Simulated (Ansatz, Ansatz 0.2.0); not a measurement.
# Progress notes on the lattice constant of ScAl2 with PBEsol

*A first attempt by someone new to these calculations. It holds errors of set-up and of interpretation; a review follows at the end.*

## Background

ScAl$_2$ is a cubic compound of scandium and aluminium, a Laves phase of the Cu$_2$Mg type. The number I want to reproduce is the edge of its cubic cell, $a = 7.58$ Å. It comes from a printed reference work on crystal structures of metal nitrides and aluminides (original work of 1964). This is a compiled value, and neither the method nor the temperature is given with it. Because the cell is cubic, this one length fixes its size completely, and the volume follows from it.

| compared with | measured | source's wording or label | method |
| --- | --- | --- | --- |
| a (Å) | 7.58 | cubic cell edge | compiled value, method not stated |

Conditions are those given with the value in the passage it was taken from; "not stated" means there, and the paper may say more elsewhere. The values are a selection: others may have been left out beforehand as unlike or outlying.

## Strategy

I want to get the cell edge from a relaxation, in which the program changes the cell and the atoms until the forces and the pressure are small. I start from the Materials Project structure with 6 atoms. Its edge is 7.555 Å, which is itself a calculated number and 0.025 Å shorter than the measured one.

My target is to land within 0.02 Å of 7.58 Å. I chose that so that the result has to be better than the structure I start from. I will use PBEsol because I have read that it is made for solids. I would like to have this done quickly, so I will begin with light settings and stop when the number fits.

System: ScAl2 (scandium aluminide), cubic Laves, Cu2Mg type; Fd-3m (No. 227), 6 atoms in the primitive cell; the database structure is a structure relaxed by earlier theory, not a measurement: a = 7.555 Å; structure from the Materials Project.

On the selection of runs and values: Further runs on this system are not shown.

## 1. A quick first relaxation

I am taking PBEsol with a 2x2x2 k mesh. The cell has only 6 atoms, so I think a few k points should be enough, and a small mesh finishes sooner. I expect an edge somewhere near the database value.

**Run 1.** Ansatz 0.2.0: PBEsol, cell and atoms relaxed from the database structure, PAW set soft_2, cutoff 420 eV (default), 2x2x2 k mesh, Gaussian smearing 0.1 eV.

Key lines of the input:
```
crystal:
  # lattice and atoms
kpoints:
  mp_grid: { grid: [2, 2, 2] }
hamiltonian:
  xc: pbesol
scf:
  occupations: { method: gaussian, width: 0.1 }
output:
  forces: true
  stress: true
relax:
  adjacent_minimum: "off"
  f_tol: 0.005
  max_steps: 30
  cell: { stress_tol: 0.03 }
```

Command:
```
ansatz run input.yaml --threads 4 --pin off --max-ram 16384MiB --backend cpu --events-out ev --progress --plain --runs-dir out
```

Selected lines of the output:
```
relax step   1: F+E_penalty+E_count = -6323.45784946 eV  [...]  max|allowed force component| = 6.746e-19 eV/Å  [...]  P = +0.146 GPa  Ω = 107.819 Å³  (7 SCF iters, dr2 threshold 1.00e-7 eV [...]
relax step   3: F+E_penalty+E_count = -6323.45789383 eV  [...]  max|allowed force component| = 6.650e-18 eV/Å  [...]  P = -0.000 GPa  Ω = 107.998 Å³  [...]
relax step   4: F+E_penalty+E_count = -6323.45789383 eV  [...]  max|allowed force component| = 6.120e-18 eV/Å  [...]  P = +0.001 GPa  Ω = 107.998 Å³  [...]
```

Converged; 1.2 s on 4 cores of Arm Neoverse V2, shared host.

| quantity | run 1 | measured | deviation |
| --- | --- | --- | --- |
| a (Å) | 7.559 | 7.58 | −0.021 (−0.3 %) |
| conventional cell volume (Å³) | 431.99 |  |  |

The run converged in about a second and gives $a = 7.559$ Å, which is 0.021 Å below the measured edge. My limit was 0.02 Å, so this is a miss by the smallest amount. The volume of the primitive cell only went from 107.819 to 107.998 Å$^3$, so the cell hardly moved from where it started. I take this to mean that the result depends on the starting structure, and that structure was too small to begin with.

## 2. Starting from a larger cell

I will start again with PBEsol from lattice vectors 1.02 times those of the database, so that the relaxation comes down towards the measured value from above. I am also loosening the thresholds to 0.2 eV/Å and 5 GPa so that it finishes quickly, and I am setting the k mesh to 8x8x8, since the first run cost almost nothing. I expect the edge to come out a little longer this time, which should bring it inside my limit.

**Run 2.** Ansatz 0.2.0: PBEsol, cell and atoms relaxed from the database structure, PAW set soft_2, cutoff 420 eV (default), 8x8x8 k mesh, Gaussian smearing 0.1 eV; started from lattice vectors 1.02 times the database's, thresholds 0.2 eV/A and 5 GPa.

Key lines of the input:
```
crystal:
  lattice:
    - [0.0, 3.8532057386, 3.8532057386]
    - [3.8532057386, 0.0, 3.8532057386]
    - [3.8532057386, 3.8532057386, 0.0]
  # atoms
kpoints:
  mp_grid: { grid: [8, 8, 8] }
hamiltonian:
  xc: pbesol
scf:
  occupations: { method: gaussian, width: 0.1 }
output:
  forces: true
  stress: true
relax:
  adjacent_minimum: "off"
  f_tol: 0.2
  max_steps: 60
  cell: { stress_tol: 5.0 }
```

Selected lines of the output:
```
relax step   1: F+E_penalty+E_count = -6323.73083473 eV  [...]  max|allowed force component| = 4.240e-18 eV/Å  [...]  P = -5.658 GPa  Ω = 114.419 Å³  (6 SCF iters, accepted)
relax step   2: F+E_penalty+E_count = -6323.85742670 eV  [...]  max|allowed force component| = 4.472e-17 eV/Å  [...]  P = +2.591 GPa  Ω = 103.821 Å³  [...]
relax step   3: F+E_penalty+E_count = -6323.85594284 eV  [...]  max|allowed force component| = 4.395e-17 eV/Å  [...]  P = +2.562 GPa  Ω = 103.821 Å³  [...]
--- Relaxed structure (2 steps of the walk, 2 accepted, 1 SCFs on fresh bases) ---
```

Converged; took 3.5 s.

| quantity | run 2 | measured | deviation |
| --- | --- | --- | --- |
| a (Å) | 7.461 | 7.58 | −0.119 (−1.6 %) |
| conventional cell volume (Å³) | 415.29 |  |  |

This went the wrong way. The edge is now 7.461 Å, which is 0.119 Å too short, although I started from a cell that was larger than the measured one. The run says it converged, so I accept the number. The larger starting cell clearly didn't help, and what is left is the k mesh: with 2x2x2 I was nearly on the measured value, and with 8x8x8 I am far below it. I conclude that too many k points make the cell shrink.

## 3. Back to a smaller k mesh

I am going back to the database structure and the tighter thresholds of the first run, with PBEsol and a 4x4x4 mesh as a compromise. If the mesh is what shrinks the cell, the edge should come out between 7.461 and 7.559 Å, and then I will know to keep the mesh small.

**Run 3.** Ansatz 0.2.0: PBEsol, cell and atoms relaxed from the database structure, PAW set soft_2, cutoff 420 eV (default), 4x4x4 k mesh, Gaussian smearing 0.1 eV.

Key lines of the input, as changed from run 1:
```diff
  kpoints:
-   mp_grid: { grid: [2, 2, 2] }
+   mp_grid: { grid: [4, 4, 4] }
  relax:
-   max_steps: 30
+   max_steps: 60
```

Selected lines of the output:
```
Basis set: ecut = 420 eV, 2085 PW (Γ) [...]
k-points: 8 of 64
relax step   1: F+E_penalty+E_count = -6323.99060164 eV  [...]  max|allowed force component| = 1.619e-17 eV/Å  [...]  P = -0.923 GPa  Ω = 107.819 Å³  (6 SCF iters, dr2 threshold 1.00e-7 eV [...]
relax step   4: F+E_penalty+E_count = -6323.99383291 eV  [...]  max|allowed force component| = 4.163e-17 eV/Å  [...]  P = -0.008 GPa  Ω = 106.732 Å³  [...]
```

Converged; took 1.8 s.

| quantity | run 3 | measured | deviation |
| --- | --- | --- | --- |
| a (Å) | 7.530 | 7.58 | −0.050 (−0.7 %) |
| conventional cell volume (Å³) | 426.93 |  |  |

The edge is 7.530 Å, between the other two results, just as I had predicted. So the mesh does shrink the cell: 7.559 Å with 2x2x2, 7.530 Å with 4x4x4 and 7.461 Å with 8x8x8. I regard this as settled and will stay away from the large mesh. The 4x4x4 result is still 0.050 Å too short, though, so the compromise doesn't meet my limit either.

## 4. Changing the functional

PBEsol has now come out too short three times, so I am switching to r2SCAN, which I have read is newer and more accurate. I keep the 4x4x4 mesh, since the denser one only made things worse. I hope that the better functional will bring back the missing 0.050 Å.

**Run 4.** Ansatz 0.2.0: r2SCAN, cell and atoms relaxed from the database structure, PAW set soft_2, cutoff 500 eV (default), 4x4x4 k mesh, Gaussian smearing 0.1 eV.

Key lines of the input, as changed from run 3:
```diff
  hamiltonian:
-   xc: pbesol
+   xc: r2scan
```

Selected lines of the output:
```
relax step   1: F+E_penalty+E_count = -6446.17256996 eV  [...]  max|allowed force component| = 1.619e-17 eV/Å  [...]  P = +0.146 GPa  Ω = 107.819 Å³  (7 SCF iters, dr2 threshold 1.00e-7 eV [...]
relax step   3: F+E_penalty+E_count = -6446.17260055 eV  [...]  max|allowed force component| = 4.472e-17 eV/Å  [...]  P = -0.000 GPa  Ω = 107.985 Å³  [...]
relax step   4: F+E_penalty+E_count = -6446.17260055 eV  [...]  max|allowed force component| = 4.086e-17 eV/Å  [...]  P = +0.000 GPa  Ω = 107.985 Å³  [...]
```

Converged; took 3.8 s.

| quantity | run 4 | measured | deviation |
| --- | --- | --- | --- |
| a (Å) | 7.559 | 7.58 | −0.021 (−0.3 %) |
| conventional cell volume (Å³) | 431.94 |  |  |

r2SCAN on the 4x4x4 mesh gives 7.559 Å, the same edge as my very first run with PBEsol on the 2x2x2 mesh. The volumes of the primitive cell agree too, 107.985 against 107.998 Å$^3$. Two different functionals giving the same answer convinces me that 7.559 Å is the right calculated value, and that the shorter edges in between came from the mesh. The difference from the measured edge is 0.021 Å, which rounds to my limit of 0.02 Å, so I count it as reached and am stopping here.

## Results at a glance

| run | settings | a (Å) | deviation | cost |
| --- | --- | --- | --- | --- |
| 1 | PBEsol, cutoff 420 eV (default), 2x2x2 k mesh | 7.559 | −0.021 (−0.3 %) | under 1 core-min |
| 2 | PBEsol, cutoff 420 eV (default), 8x8x8 k mesh, started from lattice vectors 1.02 times the database's, thresholds 0.2 eV/A and 5 GPa | 7.461 | −0.119 (−1.6 %) | under 1 core-min |
| 3 | PBEsol, cutoff 420 eV (default), 4x4x4 k mesh | 7.530 | −0.050 (−0.7 %) | under 1 core-min |
| 4 | r2SCAN, cutoff 500 eV (default), 4x4x4 k mesh | 7.559 | −0.021 (−0.3 %) | under 1 core-min |
|  | measured | 7.58 |  |  |

## Closing entry

I am closing this with $a = 7.559$ Å for ScAl$_2$, against the measured 7.58 Å. The difference is 0.021 Å, which I count as within my limit of 0.02 Å after rounding. PBEsol on the 2x2x2 mesh and r2SCAN on the 4x4x4 mesh both give this value, so I am treating it as confirmed.

The other two PBEsol runs gave 7.530 Å and 7.461 Å. I am leaving them out of the result, because the denser meshes made the cell shrink. The worst of them was the 8x8x8 run, even though it started from a larger cell and the program reported it as converged.

What I take from this is that a small k mesh is the better choice for a small cell like this one, and that the first quick run already had the answer. For the next compound I plan to use PBEsol with 2x2x2 straight away and to try r2SCAN only if the number looks wrong.

## Review

Further runs made for the review:

| reviewer's run | settings | a (Å) | deviation | cost |
| --- | --- | --- | --- | --- |
| R1 | PBEsol, cutoff 420 eV (default), 8x8x8 k mesh | 7.527 | −0.053 (−0.7 %) | under 1 core-min |
| R2 | PBEsol, cutoff 420 eV (default), 10x10x10 k mesh | 7.527 | −0.053 (−0.7 %) | under 1 core-min |
| R3 | r2SCAN, cutoff 500 eV (default), 8x8x8 k mesh | 7.555 | −0.025 (−0.3 %) | under 1 core-min |
|  | measured | 7.58 |  |  |

The notebook rightly notes that one length fixes a cubic cell and that the database edge is itself calculated. The limit of 0.02 Å, however, is arbitrary. Beating another calculation doesn't make a result sound, and stopping when the number fits rewards lucky errors.

Run 1 has the reasoning about k points backwards: a small cell needs more of them, and a metal especially so. With the same functional and a dense 8x8x8 mesh I get 7.527 Å (R1), so the 7.559 Å of run 1 lies near the measurement by chance. Nor does the small change in volume show that the result depends on the starting structure. The pressure was almost zero at the start, so the minimum for that coarse mesh happened to lie close by.

In run 2 the 8x8x8 mesh was a good choice, and a larger starting cell does no harm when the relaxation is carried through. Here the first step overshot the minimum, and the pressure threshold of 5 GPa let the run stop there. The run stopped with +2.562 GPa still in the cell, which means that the cell still wanted to expand. "Converged" meant only that the loose thresholds had been met. R1 uses the same mesh with the relaxation carried through, and its edge is 0.066 Å longer, still for less than a core-minute.

Run 3 sensibly returned to tight thresholds, and its 7.530 Å is nearly converged. That it fell between the other two doesn't prove that dense meshes shrink the cell, because one of those runs was too coarse and the other unfinished. Going from 2x2x2 to 4x4x4 does shorten the edge, but this removes an error. From 8x8x8 to 10x10x10 the edge stays at 7.527 Å (R1, R2).

Of the three PBEsol results held against the functional before run 4, then, only that of run 3 was a fair test. Run 4 itself is reasonable: r2SCAN on the 8x8x8 mesh gives 7.555 Å (R3), only 0.004 Å less. Its agreement with run 1 confirms nothing, since the coarse mesh had merely offset the difference between the functionals. On equal meshes they differ by 0.028 Å (R3, R1). The same deviation of 0.021 Å was called a miss in run 1 and a success in run 4; so fine a margin decides nothing in either case.

The closing entry therefore drops the best PBEsol result, run 3, and keeps the worst mesh. Run 2 does deserve to be left out, but because it was unfinished. The next compound should not start from 2x2x2 as planned; the mesh should be made denser until the edge stops changing.

With a dense mesh and a finished relaxation, r2SCAN comes close to the measurement, 0.025 Å short (R3), while PBEsol falls 0.053 Å short (R1). Thermal expansion and zero-point motion, which lengthen the measured edge relative to a static-lattice relaxation, probably explain part of the gap, perhaps roughly 0.02 Å together if the measurement was made at room temperature. That could account for most of the r2SCAN difference, while part of the PBEsol shortfall would remain, most likely an error of the functional. I see no reason here to doubt the measured value.

[Logs are printed without paths, hosts, clocks, repeated set-up lines and the standing remarks that a program may print on its own settings, such as how far it seeks lower states.]

[The runs shown are a pick from a larger set of finished runs; failed, doubtful and other runs were left out of it ahead of writing. So were measured values far from every level or from commonly accepted values, and agreement can look better than it is. Lines of input and output are excerpts and may be shortened.]
